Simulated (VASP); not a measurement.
# BAs in VASP: notebook

Aim: see how the results for BAs move with the level of theory and the settings. Levels: r2SCAN, PBE0. Tasks: work function.

All numbers are computed with VASP 6.6.1; they aren't measurements. Logs are shortened: lines on timing, memory, paths and dates and some standing lists are left out, and cuts for length are marked.

### Step 1. The sheet as given

The cell holds a sheet with vacuum, 2 atoms: a = 3.381 Å, b = 3.381 Å, c = 16.000 Å, α = 90.00°, β = 90.00°, γ = 120.00°.

The cell was built by a generator and needn't be a form met in nature.

### Step 2. Work function, r2SCAN

INCAR reads:

```
ALGO = Normal ; DIPOL = 0.5 0.5 0.500
EDIFF = 1E-6 ; ENCUT = 520
IDIPOL = 3 ; ISIF = 2
ISMEAR = 0 ; KPAR = 4
LASPH = T ; LCHARG = T
LDIPOL = T ; LMIXTAU = T
LREAL = F ; LVACPOTAV = T
LVHAR = T ; LWAVE = F
METAGGA = R2SCAN ; NELM = 100
PREC = Accurate ; SIGMA = 0.03
```

KPOINTS reads:

```
k-points
0
Gamma
  12 12 1
```

POSCAR reads:

```
BAs                                     
1.0
    3.3814054796      0.0000000000      0.0000000000
   -1.6907027398      2.9283830411      0.0000000000
    0.0000000000      0.0000000000     16.0000000000
  B               As            
     1     1
Direct
     0.3333330000000032    0.6666669999999968    0.5000000000000000
     0.6666669999999968    0.3333330000000032    0.5000000000000000
```

Potentials or basis: VASP PAW PBE potentials, release 64 (B, As).

Launch:

```
$ cat potpaw_PBE.64/B/POTCAR potpaw_PBE.64/As/POTCAR > POTCAR
$ mpirun -np 4 vasp_std > vasp.out
```

OUTCAR:

```text
EDIFF = 1E-6
   ENCUT = 520
   ISIF = 2
   ISMEAR = 0
   LASPH = T
   LREAL = F
   METAGGA = R2SCAN
   NELM = 100
   PREC = Accurate

 ion  position               nearest neighbor table
   1  0.333  0.667  0.500-   2 1.95   2 1.95   2 1.95
   2  0.667  0.333  0.500-   1 1.95   1 1.95   1 1.95

  LATTYP: Found a hexagonal cell.
 ALAT       =     3.3814054796
 C/A-ratio  =     4.7317602389

  Lattice vectors:

 A1 = (   3.3814054796,   0.0000000000,   0.0000000000)
 A2 = (  -1.6907027398,   2.9283830411,   0.0000000000)
 A3 = (   0.0000000000,   0.0000000000,  16.0000000000)

Analysis of symmetry for initial positions (statically):
=====================================================================
 Subroutine PRICEL returns:
 Original cell was already a primitive cell.

 Routine SETGRP: Setting up the symmetry group for a
 hexagonal supercell.

 Subroutine GETGRP returns: Found 12 space group operations
 (whereof 12 operations were pure point group operations)
 out of a pool of 24 trial point group operations.

The static configuration has the point symmetry D_3h.

Analysis of symmetry for dynamics (positions and initial velocities):
=====================================================================
 Subroutine PRICEL returns:
 Original cell was already a primitive cell.

 Routine SETGRP: Setting up the symmetry group for a
 hexagonal supercell.

 Subroutine GETGRP returns: Found 12 space group operations
 (whereof 12 operations were pure point group operations)
 out of a pool of 24 trial point group operations.

The dynamic configuration has the point symmetry D_3h.

 Subroutine INISYM returns: Found 12 space group operations
 (whereof 12 operations are pure point group operations),
 and found     1 'primitive' translations

----------------------------------------------------------------------------------------

                                     Primitive cell

  volume of cell :     158.4328

  direct lattice vectors                    reciprocal lattice vectors
     3.381405480  0.000000000  0.000000000     0.295735015  0.170742691  0.000000000
    -1.690702740  2.928383041  0.000000000     0.000000000  0.341485382  0.000000000
     0.000000000  0.000000000 16.000000000     0.000000000  0.000000000  0.062500000

  length of vectors
     3.381405480  3.381405476 16.000000000     0.341485381  0.341485382  0.062500000

  position of ions in fractional coordinates (direct lattice)
     0.333333000  0.666667000  0.500000000
     0.666667000  0.333333000  0.500000000

  ion indices of the primitive-cell ions
   primitive index   ion index
                 1           1
                 2           2

----------------------------------------------------------------------------------------

 KPOINTS: k-points

Automatic generation of k-mesh.
 Grid dimensions read from file:
 generate k-points for:   12   12    1

 Generating k-lattice:

  Cartesian coordinates                     Fractional coordinates (reciprocal lattice)
     0.024644585  0.014228558  0.000000000     0.083333333  0.000000000  0.000000000
     0.000000000  0.028457115  0.000000000     0.000000000  0.083333333  0.000000000
     0.000000000  0.000000000  0.062500000     0.000000000  0.000000000  1.000000000

  Length of vectors
     0.028457115  0.028457115  0.062500000

  Shift w.r.t. Gamma in fractional coordinates (k-lattice)
     0.000000000  0.000000000  0.000000000

 Subroutine IBZKPT returns following result:
 ===========================================

 Found     19 irreducible k-points:

 Following reciprocal coordinates:
            Coordinates               Weight
  0.000000  0.000000  0.000000      1.000000
  0.083333  0.000000  0.000000      6.000000
  0.166667  0.000000  0.000000      6.000000
  0.250000  0.000000  0.000000      6.000000
  0.333333  0.000000  0.000000      6.000000
  0.416667  0.000000  0.000000      6.000000
[... 11 lines left out ...]
  0.333333  0.250000  0.000000     12.000000
  0.333333  0.333333  0.000000      2.000000
   k-points           NKPTS =     19   k-points in BZ     NKDIM =     19   number of bands    NBANDS=      8
   number of dos      NEDOS =    301   number of ions     NIONS =      2
   total plane-waves  NPLWV =  94080
   dimension x,y,z NGX =    28 NGY =   28 NGZ =  120
   dimension x,y,z NGXF=    56 NGYF=   56 NGZF=  240
   ions per type =               1   1
   NGX,Y,Z   is equivalent  to a cutoff of  13.77, 13.77, 12.47 a.u.
   NGXF,Y,Z  is equivalent  to a cutoff of  27.53, 27.53, 24.94 a.u.
 SYSTEM =  unknown system
   PREC   = accura    normal or accurate (medium, high low for compatibility)
   ISTART =      0    job   : 0-new  1-cont  2-samecut
   ICHARG =      2    charge: 1-file 2-atom 10-const
   ISPIN  =      1    spin polarized calculation?
   LNONCOLLINEAR =      F non collinear calculations
   LSORBIT =      F    spin-orbit coupling
   LASPH  =      T    aspherical Exc in radial PAW
   ENCUT  =  520.0 eV  38.22 Ry    6.18 a.u.   6.29  6.29 29.75*2*pi/ulx,y,z
   NELM   =    100;   NELMIN=  2; NELMDL= -5     # of ELM steps
   EDIFF  = 0.1E-05   stopping-criterion for ELM
   LREAL  =      F    real-space projection
   EDIFFG = 0.1E-04   stopping-criterion for IOM
   NSW    =      0    number of steps for IOM
   IBRION =     -1    ionic relax: 0-MD 1-quasi-New 2-CG
   NFREE  =      0    steps in history (QN), initial steepest desc. (CG)
   ISIF   =      2    stress and relaxation
   ISYM   =      2    0-nonsym 1-usesym 2-fastsym
   POTIM  = 0.5000    time-step for ionic-motion
   TEBEG  =    0.0;   TEEND  =   0.0 temperature during run
   PSTRESS=    0.0 pullay stress
   NELECT =       8.0000    total number of electrons
   NUPDOWN=      -1.0000    fix difference up-down
   EMIN   =  10.00;   EMAX   =-10.00  energy-range for DOS
   EFERMI =   0.00;   METHOD = LEGACY
   ISMEAR =     0;   SIGMA  =   0.03  broadening in eV -4-tet -1-fermi 0-gaus
   EFERMI_NEDOS =   21; number of points for ismear=-14 and -15
   IALGO  =     38    algorithm
   IMIX   =      4    mixing-type and parameters
     AMIX     =   0.40;   BMIX     =  1.00
     AMIX_MAG =   1.60;   BMIX_MAG =  1.00
  volume/ion in A,a.u.               =      79.22       534.58
  Fermi-wavevector in a.u.,A,eV,Ry     =   0.605094  1.143463  4.981626  0.366139
  Thomas-Fermi vector in A             =   1.658691
   LORBIT       =      0    0 simple, 1 ext, 2 COOP (PROOUT), +10 PAW based schemes
   METAGGA = R2SCAN    functional components
   LHFCALC =     F    Hartree Fock is set to
   AEXX    =    0.0000 exact exchange contribution
   IVDW    =     0    specifies the selected vdW correction
   LEPSILON=     F    determine dielectric tensor
   LRPA    =     F    only Hartree local field effects (RPA)
 non-spin polarized calculation
 Gauss-broadening in eV      SIGMA  =   0.03
  energy-cutoff  :      520.00
  volume of cell :      158.43
 maximum number of plane-waves:      4307
 NGX is ok and might be reduce to    28
   NGX = 13   NGY = 13   NGZ = 59

 dipolmoment           0.000000      0.000000      0.000000 electrons x Angstroem

 number of electron       8.0000000 magnetization

 dipolmoment           0.000000      0.000000     -0.000000 electrons x Angstroem

 Free energy of the ion-electron system (eV)
  ---------------------------------------------------
  ext. energy  EPLUGINS =         0.00000000
  ---------------------------------------------------
  free energy    TOTEN  =       -21.41404663 eV

  energy without entropy =      -21.41404663  energy(sigma->0) =      -21.41404663

 E-fermi :  -3.1004     XC(G=0):  -2.6404

 val. band max:       -3.2669833132   @ k =   0.3333   0.3333   0.0000
 cond. band min:      -2.2750832530   @ k =   0.3333   0.3333   0.0000
 fundamental gap:      0.9919000602
 Fermi energy:        -3.1004259698

 k-point     1 :       0.0000    0.0000    0.0000
  band No.  band energies     occupation
      1     -17.7427      2.00000
      2      -7.3664      2.00000
      3      -4.8376      2.00000
      4      -4.8375      2.00000
      5       0.7825      0.00000
      6       1.1079      0.00000
      7       1.8687      0.00000
      8       2.0314      0.00000

 k-point     2 :       0.0833    0.0000    0.0000
  band No.  band energies     occupation
      1     -17.6404      2.00000
      2      -7.2510      2.00000
      3      -5.5011      2.00000
      4      -5.0601      2.00000
      5       0.9208      0.00000
      6       1.1978      0.00000
      7       2.1500      0.00000
      8       2.2022      0.00000

 k-point     3 :       0.1667    0.0000    0.0000
  band No.  band energies     occupation
      1     -17.3367      2.00000
      2      -6.9513      2.00000
      3      -6.9080      2.00000
      4      -5.5757      2.00000
      5       0.7581      0.00000
      6       1.3932      0.00000
      7       2.4951      0.00000
      8       2.7379      0.00000

 k-point     4 :       0.2500    0.0000    0.0000
  band No.  band energies     occupation
      1     -16.8446      2.00000
      2      -8.5845      2.00000
      3      -6.3496      2.00000
      4      -6.1424      2.00000
      5       0.2975      0.00000
      6       1.9129      0.00000
      7       1.9835      0.00000
      8       3.3473      0.00000

 k-point     5 :       0.3333    0.0000    0.0000
  band No.  band energies     occupation
      1     -16.2001      2.00000
      2     -10.1278      2.00000
      3      -6.6121      2.00000
      4      -5.6082      2.00000
      5      -0.0991      0.00000
      6       0.3916      0.00000
      7       2.8157      0.00000
      8       3.9554      0.00000
[... 122 lines left out ...]
 k-point    17 :       0.2500    0.2500    0.0000
  band No.  band energies     occupation
      1     -15.3113      2.00000
      2     -10.9726      2.00000
      3      -8.6580      2.00000
      4      -4.5083      2.00000
      5      -0.9314      0.00000
      6       2.9163      0.00000
      7       4.0971      0.00000
      8       4.2970      0.00000

 k-point    18 :       0.3333    0.2500    0.0000
  band No.  band energies     occupation
      1     -14.8077      2.00000
      2     -11.5609      2.00000
      3      -9.1184      2.00000
      4      -3.7424      2.00000
      5      -1.8193      0.00000
      6       3.1797      0.00000
      7       3.9346      0.00000
      8       5.1040      0.00000

 k-point    19 :       0.3333    0.3333    0.0000
  band No.  band energies     occupation
      1     -14.6034      2.00000
      2     -11.6460      2.00000
      3      -9.4946      2.00000
      4      -3.2670      2.00000
      5      -2.2751      0.00000
      6       3.6204      0.00000
      7       3.8950      0.00000
      8       5.8185      0.00000

------------------------ aborting loop because EDIFF is reached ----------------------------------------

  FORCE on cell =-STRESS in cart. coord.  units (eV):
  Direction    XX          YY          ZZ          XY          YZ          ZX
  --------------------------------------------------------------------------------------
  -------------------------------------------------------------------------------------
  Total       -0.3890931     -0.3890931     -0.0081423      0.0000000      0.0000000      0.0000000
  in kB       -3.9347664     -3.9347664     -0.0823402      0.0000000      0.0000000      0.0000000
  external PRESSURE =      -2.6506243 kB  Pullay stress =       0.0000000 kB

 VOLUME and BASIS-vectors are now :
 -----------------------------------------------------------------------------
  energy-cutoff  :      520.00
  volume of cell :      158.43
      direct lattice vectors                 reciprocal lattice vectors
     3.381405480  0.000000000  0.000000000     0.295735015  0.170742691  0.000000000
    -1.690702740  2.928383041  0.000000000     0.000000000  0.341485382  0.000000000
     0.000000000  0.000000000 16.000000000     0.000000000  0.000000000  0.062500000

 POSITION                                       TOTAL-FORCE (eV/Angst)
 -----------------------------------------------------------------------------------
     -0.00000      1.95226      8.00000         0.000000      0.000000      0.000000
      1.69070      0.97613      8.00000        -0.000000      0.000000      0.000000
 -----------------------------------------------------------------------------------
    total drift:                               -0.000131      0.000076      0.000000

  FREE ENERGIE OF THE ION-ELECTRON SYSTEM (eV)
  ---------------------------------------------------
  free  energy   TOTEN  =       -21.4140466332 eV

  energy  without entropy=      -21.4140466332  energy(sigma->0) =      -21.41404663

 vacuum level on the upper side and lower side of the slab         1.841         1.841
```

Run time: 3.1 min. Hardware: 4 MPI ranks of Intel Xeon Platinum 8259CL at 2.50GHz (Skylake/Cascade Lake), shared host; peak memory 0.33 GiB.

What came out:

```
Free energy                            : -21.4140 eV
Band gap on the k mesh                 : 0.99 eV, direct
Ionisation potential of the upper face : 5.11 eV
```

Levels at points of the mesh, in eV from the valence-band top:
```
           k point  band 1  band 2  band 3  band 4  band 5  band 6  band 7  band 8
(0.00, 0.00, 0.00)  -14.48   -4.10   -1.57   -1.57    4.05    4.37    5.14    5.30
(0.50, 0.00, 0.00)  -11.89   -8.66   -3.75   -1.05    1.68    2.83    8.11    8.72
```

Caveat: the PAW data sets were made with another functional, which shifts forces and pressure a little. r2SCAN opens gaps a little over a GGA but as a rule still falls short of measured ones.

### Step 3. Work function, PBE0

POSCAR is that of step 2.

INCAR.step1 reads:

```
ALGO = Normal ; DIPOL = 0.5 0.5 0.500
EDIFF = 1E-5 ; ENCUT = 520
GGA = PE ; IDIPOL = 3
ISIF = 2 ; ISMEAR = 0
KPAR = 4 ; LASPH = T
LDIPOL = T ; LREAL = F
LWAVE = T ; NELM = 100
PREC = Accurate ; SIGMA = 0.03
```

INCAR.step2 reads:

```
AEXX = 0.25 ; ALGO = Normal
DIPOL = 0.5 0.5 0.500 ; EDIFF = 1E-6
ENCUT = 520 ; GGA = PE
IDIPOL = 3 ; ISIF = 2
ISMEAR = 0 ; ISTART = 1
KPAR = 4 ; LASPH = T
LCHARG = T ; LDIPOL = T
LHFCALC = T ; LREAL = F
LVACPOTAV = T ; LVHAR = T
LWAVE = F ; NELM = 100
PREC = Accurate ; PRECFOCK = Fast
SIGMA = 0.03
```

KPOINTS reads:

```
k-points
0
Gamma
  6 6 1
```

Potentials or basis: VASP PAW PBE potentials, release 64 (B, As).

Launch:

```
$ cat potpaw_PBE.64/B/POTCAR potpaw_PBE.64/As/POTCAR > POTCAR
$ cp INCAR.step1 INCAR
$ mpirun -np 4 vasp_std > vasp.out
$ cp INCAR.step2 INCAR
$ mpirun -np 4 vasp_std > vasp.out
```

OUTCAR:

```text
AEXX = 0.25
   EDIFF = 1E-6
   ENCUT = 520
   GGA = PE
   ISIF = 2
   ISMEAR = 0
   ISTART = 1
   LASPH = T
   LHFCALC = T
   LREAL = F
   NELM = 100
   PREC = Accurate
   PRECFOCK = Fast

 ion  position               nearest neighbor table
   1  0.333  0.667  0.500-   2 1.95   2 1.95   2 1.95
   2  0.667  0.333  0.500-   1 1.95   1 1.95   1 1.95

  LATTYP: Found a hexagonal cell.
 ALAT       =     3.3814054796
 C/A-ratio  =     4.7317602389
[... 260 lines left out ...]

  FORCE on cell =-STRESS in cart. coord.  units (eV):
  Direction    XX          YY          ZZ          XY          YZ          ZX
  --------------------------------------------------------------------------------------
  -------------------------------------------------------------------------------------
  Total       -0.5954747     -0.5954747     -0.0406005      0.0000000      0.0000000      0.0000000
  in kB       -6.0218342     -6.0218342     -0.4105795      0.0000000      0.0000000      0.0000000
  external PRESSURE =      -4.1514160 kB  Pullay stress =       0.0000000 kB

 VOLUME and BASIS-vectors are now :
 -----------------------------------------------------------------------------
  energy-cutoff  :      520.00
  volume of cell :      158.43
      direct lattice vectors                 reciprocal lattice vectors
     3.381405480  0.000000000  0.000000000     0.295735015  0.170742691  0.000000000
    -1.690702740  2.928383041  0.000000000     0.000000000  0.341485382  0.000000000
     0.000000000  0.000000000 16.000000000     0.000000000  0.000000000  0.062500000

 POSITION                                       TOTAL-FORCE (eV/Angst)
 -----------------------------------------------------------------------------------
     -0.00000      1.95226      8.00000         0.000000     -0.000000      0.000000
      1.69070      0.97613      8.00000        -0.000000      0.000000      0.000000
 -----------------------------------------------------------------------------------
    total drift:                               -0.000127      0.000059     -0.000002

  FREE ENERGIE OF THE ION-ELECTRON SYSTEM (eV)
  ---------------------------------------------------
  free  energy   TOTEN  =       -13.2785948160 eV

  energy  without entropy=      -13.2785948160  energy(sigma->0) =      -13.27859482

 vacuum level on the upper side and lower side of the slab         1.843         1.843
```

OUTCAR.step1:

```text
EDIFF = 1E-5
   ENCUT = 520
   GGA = PE
   ISIF = 2
   ISMEAR = 0
   LASPH = T
   LREAL = F
[... 286 lines left out ...]
     -0.00000      1.95226      8.00000         0.000000     -0.000000      0.000000
      1.69070      0.97613      8.00000        -0.000000      0.000000      0.000000
 -----------------------------------------------------------------------------------
    total drift:                               -0.000130      0.000075      0.000000

  FREE ENERGIE OF THE ION-ELECTRON SYSTEM (eV)
  ---------------------------------------------------
  free  energy   TOTEN  =       -10.6288304290 eV

  energy  without entropy=      -10.6288304290  energy(sigma->0) =      -10.62883043

 vacuum level on the upper side and lower side of the slab         1.738         1.738
```

Run time: 55 s. Hardware: 4 MPI ranks of Intel Xeon Platinum 8259CL at 2.50GHz (Skylake/Cascade Lake), shared host; peak memory 0.28 GiB.

Results:

```
Free energy                            : -13.2786 eV
Band gap on the k mesh                 : 1.81 eV, direct
Ionisation potential of the upper face : 5.52 eV
```

Caveat: the PAW data sets were made with another functional, which shifts forces and pressure a little.
